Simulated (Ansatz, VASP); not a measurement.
## InSe: VASP beside Ansatz

```
In Se
1.0
     0.00000    2.96369    2.96369
     2.96369    0.00000    2.96369
     2.96369    2.96369    0.00000
In Se
1 1
Direct
  0.50000 0.50000 0.50000
  0.00000 0.00000 0.00000
```

Change from the starting cell: species swapped into the YbS type (Fm-3m, No. 225).

Alike in both runs: functional PBE; k mesh 16 × 16 × 16; occupations gaussian, width 0.1 eV; no spin polarisation.

Ansatz relaxed the structure, and its values are those at the end. VASP's run is a single point on that final structure, the one shown.

|  | VASP | Ansatz |
| --- | --- | --- |
| version | VASP 6.6.1 | Ansatz 0.2.0 |
| potentials or method | VASP PAW PBE potentials, release 64 (In_d, Se) | scalar-relativistic, plane waves, PAW |
| plane-wave cutoff (eV) | 520 | 420 |
| valence electrons in the cell | 19 | 29 |

```csv
,VASP,Ansatz,Ansatz less VASP
gap on the k mesh at the Fermi level (eV),none,none,-
pressure (GPa),0.0,0.0,0.00
```

A gap of «none» marks a metal or a gap that the smearing closes. The two sets of potentials don't hold the same shells in valence.
